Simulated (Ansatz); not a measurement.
# CoO: convergence and cost

The task, for CoO: test the k-point mesh.

Computed with Ansatz 0.2.0 (DFT PBEsol, scalar-relativistic, plane waves, PAW, unless a step's input says otherwise).

2 further runs of the same task are left out: 1 that didn't finish, 1 set aside as unsound or not needed. Runs told in other sessions of the task aren't counted.

### 1 The system as given

It takes space group R3m (No. 160, trigonal). Conventional cell: a = 3.204 Å, b = 3.204 Å, c = 7.699 Å, α = 90.00°, β = 90.00°, γ = 120.00°. Around Co (site symmetry 3m) lie 4 O at 1.91 to 1.96 Å. O (site symmetry 3m) is surrounded by 4 Co at 1.91 to 1.96 Å.

As a file:

```xyz
4
Lattice="1.6022 0.9250 5.1329 -1.6022 0.9250 5.1329 0.0000 -1.8501 5.1329" Properties=species:S:1:pos:R:3 pbc="T T T"
Co    0.0000    0.0000   15.3909
Co    0.0000    0.0000    7.6916
O     0.0000    0.0000    5.7822
O     0.0000    0.0000   13.4821
```

The structure comes from the Materials Project (structure only); it is used as listed.

### 2 The base input

input.yaml reads:

```yaml
crystal:
  lattice:
    - [1.6022198417, 0.9250420569, 5.1329417806]
    - [-1.6022198417, 0.9250420569, 5.1329417806]
    - [0.0, -1.8500841138, 5.1329417806]
  atoms:
    - { symbol: Co, position: [0.99948773, 0.99948773, 0.99948773], spin: -2.21 }
    - { symbol: Co, position: [0.49949059, 0.49949059, 0.49949059], spin: 2.21 }
    - { symbol: O, position: [0.37549553, 0.37549553, 0.37549553], spin: -0.16 }
    - { symbol: O, position: [0.8755255, 0.8755255, 0.8755255], spin: 0.16 }
basis:
  ecutwfc: 420
kpoints:
  mp_grid: { grid: [18, 18, 18] }
hamiltonian:
  xc: pbesol
scf:
  occupations: { method: gaussian, width: 0.1 }
output:
  forces: true
  stress: true
  eigenvalues: true
  populations: true
  write_density: true
  write_potential: true
  elf: true
  volumetric_format: npy
magnetization:
  spin_polarized: true
```

It was run beforehand and gave: -2826.2934 eV/atom at zero smearing, pressure -9.83 GPa, largest force 0.109 eV/Å, no gap on the mesh, site moments Co -2.02, Co +2.02, O -0.15, O +0.15 μB, in 15 SCF cycles and 9.9 min.

### 3 K-point mesh set to 1×1×1

input.yaml reads:

```yaml
crystal:
  lattice:
    - [1.6022198417, 0.9250420569, 5.1329417806]
    - [-1.6022198417, 0.9250420569, 5.1329417806]
    - [0.0, -1.8500841138, 5.1329417806]
  atoms:
    - { symbol: Co, position: [0.99948773, 0.99948773, 0.99948773], spin: -2.22 }
    - { symbol: Co, position: [0.49949059, 0.49949059, 0.49949059], spin: 2.22 }
    - { symbol: O, position: [0.37549553, 0.37549553, 0.37549553], spin: -0.17 }
    - { symbol: O, position: [0.8755255, 0.8755255, 0.8755255], spin: 0.17 }
basis:
  ecutwfc: 420
kpoints:
  mp_grid: { grid: [1, 1, 1] }
hamiltonian:
  xc: pbesol
scf:
  occupations: { method: gaussian, width: 0.1 }
output:
  forces: true
  stress: true
  eigenvalues: true
  populations: true
magnetization:
  spin_polarized: true
```

Started as:

```sh
ansatz run input.yaml --threads 1 --pin off --max-ram 2560MiB --backend cpu --events-out ev --progress --plain --runs-dir out
```

### 4 K-point mesh: 3×3×3

input.yaml, as its differences from that of step 3:

```diff
@@ -13,3 +13,3 @@
 kpoints:
-  mp_grid: { grid: [1, 1, 1] }
+  mp_grid: { grid: [3, 3, 3] }
 hamiltonian:
```

### 5 K-point mesh set to 6×6×6

input.yaml, as its differences from that of step 4:

```diff
@@ -13,3 +13,3 @@
 kpoints:
-  mp_grid: { grid: [3, 3, 3] }
+  mp_grid: { grid: [6, 6, 6] }
 hamiltonian:
```

### 6 K-point mesh: 12×12×12

input.yaml, as its differences from that of step 5:

```diff
@@ -13,3 +13,3 @@
 kpoints:
-  mp_grid: { grid: [6, 6, 6] }
+  mp_grid: { grid: [12, 12, 12] }
 hamiltonian:
```

(Steps that only read results are left out.)

**Question.** What does this series show?

**Answer**, as computed:

```
                                               quantity                         value
k-point mesh: within 10 and 1 meV/atom of 18×18×18 from  6×6×6 for 10; 12×12×12 for 1
```

For the k-point mesh, the energy stays within 1 meV/atom of the reference from 12×12×12 on, at about 0.27 of the reference's time. The reference is only the best run made, not a proven limit. The error changes sign along the series, since a k mesh isn't variational, and a metal needs dense meshes to resolve its Fermi surface. Forces stay within 0.01 eV/Å of the reference from 6×6×6 on. The cell's moment varies from 0.00 to 2.00 μB over the series. The listed cell is far from this method's equilibrium (-9.8 GPa, forces up to 0.11 eV/Å), so its values are not those of the relaxed crystal.
